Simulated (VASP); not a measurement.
# CsSnBr3 (Pm-3m) in VASP: a series of runs, part 2 of 2

VASP 6.6.1. The steps go on from the part before.

**3. Relaxation of cell and atoms, PBEsol**

This run uses another cell than the first one, of 38.40 Å³/atom, 0.964 times its volume.

File INCAR:

```
SYSTEM = CsSnBr3
PREC     = Accurate       ! precision mode
ENCUT    = 600            ! plane-wave cutoff, eV
EDIFF    = 1E-7           ! SCF threshold, eV
ISMEAR   = 0              ! smearing method
SIGMA    = 0.03           ! smearing width, eV
LREAL    = .False.        ! projectors in reciprocal space
LASPH    = .True.         ! aspherical terms in the spheres
NELM     = 80             ! most SCF steps
ALGO     = Normal         ! electronic algorithm
ISIF     = 3              ! what is computed and relaxed
LWAVE    = .False.        ! write WAVECAR
LCHARG   = .False.        ! write CHGCAR
GGA      = PS             ! functional
IBRION   = 2              ! ionic algorithm
NSW      = 90             ! ionic steps
EDIFFG   = -0.005         ! ionic threshold
KPAR     = 2
```

File KPOINTS:

```
Automatic mesh
0
Gamma
  6 6 6
  0 0 0
```

File POSCAR:

```
CsSnBr3                                 
1.0
    5.7688234695     -0.0000000000      0.0000000000
   -0.0000000000      5.7688234695     -0.0000000000
   -0.0000000000      0.0000000000      5.7688234695
  Cs              Sn              Br            
     1     1     3
Direct
     0.0000000000000000    0.0000000000000000    0.0000000000000000
     0.5000000000000000    0.5000000000000000    0.5000000000000000
     0.5000000000000000    0.0000000000000000    0.5000000000000000
     0.5000000000000000    0.5000000000000000    0.0000000000000000
     0.0000000000000000    0.5000000000000000    0.5000000000000000
```

Potentials or basis: VASP PAW PBE potentials, release 64 (Cs_sv, Sn_d, Br).

Started as:

```
cat potpaw_PBE.64/Cs_sv/POTCAR potpaw_PBE.64/Sn_d/POTCAR potpaw_PBE.64/Br/POTCAR > POTCAR
mpirun -np 2 vasp_std > vasp.out
```

Wall time 51 s (2 MPI ranks of Intel Xeon 6975P-C (Granite Rapids), shared host); peak memory 0.39 GiB.

Results (log left out):

- Free energy: -16.8088 eV
- Pressure after relaxing: 0.0 GPa
- Band gap on the k mesh: 0.22 eV, direct

Final structure:
```
Cs Sn Br
1.0
     5.76882    0.00000    0.00000
     0.00000    5.76882    0.00000
     0.00000    0.00000    5.76882
Cs Sn Br
1 1 3
Direct
  0.00000 0.00000 0.00000
  0.50000 0.50000 0.50000
  0.50000 0.00000 0.50000
  0.50000 0.50000 0.00000
  0.00000 0.50000 0.50000
```

Levels at points of the mesh, in eV from the valence-band top:
```tsv
k point	band 18	band 19	band 20	band 21	band 22	band 23	band 24	band 25	band 26
(0.00, 0.00, 0.00)	-3.30	-3.30	-3.14	-3.14	-3.14	1.89	2.92	2.92	3.56
(0.50, 0.00, 0.00)	-3.49	-3.45	-3.28	-3.28	-2.14	1.30	3.40	4.00	4.04
(0.50, 0.50, 0.00)	-3.58	-3.58	-3.58	-2.77	-1.05	0.80	0.80	3.80	4.12
(0.50, 0.50, 0.50)	-3.57	-2.76	-2.76	-2.76	0.00	0.22	0.22	0.22	3.39
```

Caveat: the relaxation stopped at its first step, so nothing moved; the PAW data sets were made with another functional, which shifts forces and pressure a little; spin-orbit coupling is left out, which moves the levels of the heavy elements.

**4. Relaxation of cell and atoms, PBEsol**

File INCAR:

```
SYSTEM = CsSnBr3
ALGO = Normal
EDIFF = 1E-6
EDIFFG = -0.01
ENCUT = 600
GGA = PS
IBRION = 2
ISIF = 3
ISMEAR = 0
KPAR = 4
LASPH = .True.
LCHARG = .False.
LREAL = .False.
LWAVE = .False.
NELM = 80
NSW = 90
PREC = Accurate
SIGMA = 0.03
```

File KPOINTS:

```
k-points
0
Gamma
  6 6 6
  0 0 0
```

File POSCAR:

```
CsSnBr3
1.0
    5.8390056100      0.0000000000      0.0000000000
    0.0000000000      5.8390056100      0.0000000000
    0.0000000000      0.0000000000      5.8390056100
Cs Sn Br
1 1 3
Direct
    0.0000000000      0.0000000000      0.0000000000
    0.5000000000      0.5000000000      0.5000000000
    0.5000000000      0.0000000000      0.5000000000
    0.5000000000      0.5000000000      0.0000000000
    0.0000000000      0.5000000000      0.5000000000
```

Started as:

```
cat potpaw_PBE.64/Cs_sv/POTCAR potpaw_PBE.64/Sn_d/POTCAR potpaw_PBE.64/Br/POTCAR > POTCAR
mpirun -np 4 vasp_std > vasp.out
```

Wall time 56 s (4 MPI ranks of AMD EPYC 9R45 (Zen 5), shared host); peak memory 0.4 GiB.

The run converged. Its results:

- Free energy: -16.8092 eV
- Relaxed volume: 38.40 Å³/atom
- Relaxed cell: a = 5.769 Å, b = 5.769 Å, c = 5.769 Å, α = 90.00°, β = 90.00°, γ = 90.00°
- Space group after relaxing (to 0.05 Å): Pm-3m (No. 221)
- Energy gained by relaxing: 3.6 meV/atom
- Ionic steps: 3
- Pressure after relaxing: 0.0 GPa
- Band gap on the k mesh: 0.22 eV, direct

Step by step:
```csv
step,energy change (eV),largest force (eV/Å),pressure (GPa),volume (Å³)
1,0.0000,0.0000,-0.77,199.07
2,-0.0169,0.0000,-0.19,193.58
3,-0.0180,0.0000,-0.02,191.98
```

Final structure:
```
Cs Sn Br
1.0
     5.76882    0.00000    0.00000
     0.00000    5.76882    0.00000
     0.00000    0.00000    5.76882
Cs Sn Br
1 1 3
Direct
  0.00000 0.00000 0.00000
  0.50000 0.50000 0.50000
  0.50000 0.00000 0.50000
  0.50000 0.50000 0.00000
  0.00000 0.50000 0.50000
```

Levels at points of the mesh, in eV from the valence-band top:
| k point | band 18 | band 19 | band 20 | band 21 | band 22 | band 23 | band 24 | band 25 | band 26 |
| --- | --- | --- | --- | --- | --- | --- | --- | --- | --- |
| (0.00, 0.00, 0.00) | -3.30 | -3.30 | -3.14 | -3.14 | -3.14 | 1.89 | 2.92 | 2.92 | 3.56 |
| (0.50, 0.00, 0.00) | -3.49 | -3.45 | -3.28 | -3.28 | -2.14 | 1.30 | 3.40 | 4.00 | 4.04 |
| (0.50, 0.50, 0.00) | -3.58 | -3.58 | -3.58 | -2.77 | -1.05 | 0.80 | 0.80 | 3.80 | 4.12 |
| (0.50, 0.50, 0.50) | -3.57 | -2.76 | -2.76 | -2.76 | 0.00 | 0.22 | 0.22 | 0.22 | 3.39 |

Caveat: the PAW data sets were made with another functional, which shifts forces and pressure a little; spin-orbit coupling is left out, which moves the levels of the heavy elements.

**5. Relaxation of cell and atoms, PBEsol**

This run uses another cell than the first one, of 38.40 Å³/atom, 0.964 times its volume.

INCAR: that of step 4 with these lines changed.

```diff
@@ -2,4 +2,4 @@
 ALGO = Normal
-EDIFF = 1E-6
-EDIFFG = -0.01
+EDIFF = 1E-7
+EDIFFG = -0.005
 ENCUT = 600
```

KPOINTS is that of step 4.

File POSCAR:

```
CsSnBr3                                 
1.0
    5.7688234712      0.0000000000      0.0000000000
    0.0000000000      5.7688234712      0.0000000000
   -0.0000000000      0.0000000000      5.7688234712
  Cs              Sn              Br            
     1     1     3
Direct
     0.0000000000000000    0.0000000000000000    0.0000000000000000
     0.5000000000000000    0.5000000000000000    0.5000000000000000
     0.5000000000000000    0.0000000000000000    0.5000000000000000
     0.5000000000000000    0.5000000000000000    0.0000000000000000
     0.0000000000000000    0.5000000000000000    0.5000000000000000
```

Started as:

```
cat potpaw_PBE.64/Cs_sv/POTCAR potpaw_PBE.64/Sn_d/POTCAR potpaw_PBE.64/Br/POTCAR > POTCAR
mpirun -np 4 vasp_std > vasp.out
```

Run time: 30 s. Hardware: 4 MPI ranks of AMD EPYC 9R45 (Zen 5), shared host; peak memory 0.37 GiB.

Results (log left out):

| Quantity | Value |
| --- | --- |
| Free energy | -16.8088 eV |
| Pressure after relaxing | 0.0 GPa |
| Band gap on the k mesh | 0.22 eV, direct |

Final structure:
```
Cs Sn Br
1.0
     5.76882    0.00000    0.00000
     0.00000    5.76882    0.00000
     0.00000    0.00000    5.76882
Cs Sn Br
1 1 3
Cartesian
  0.0000 0.0000 0.0000
  2.8844 2.8844 2.8844
  2.8844 0.0000 2.8844
  2.8844 2.8844 0.0000
  0.0000 2.8844 2.8844
```

Levels at points of the mesh, in eV from the valence-band top:
```csv
k point,band 18,band 19,band 20,band 21,band 22,band 23,band 24,band 25,band 26
"(0.00, 0.00, 0.00)",-3.30,-3.30,-3.14,-3.14,-3.14,1.89,2.92,2.92,3.56
"(0.50, 0.00, 0.00)",-3.49,-3.45,-3.28,-3.28,-2.14,1.30,3.40,4.00,4.04
"(0.50, 0.50, 0.00)",-3.58,-3.58,-3.58,-2.77,-1.05,0.80,0.80,3.80,4.12
"(0.50, 0.50, 0.50)",-3.57,-2.76,-2.76,-2.76,0.00,0.22,0.22,0.22,3.39
```

Caveat: the relaxation stopped at its first step, so nothing moved; the PAW data sets were made with another functional, which shifts forces and pressure a little; spin-orbit coupling is left out, which moves the levels of the heavy elements. A k mesh can miss the band edges.
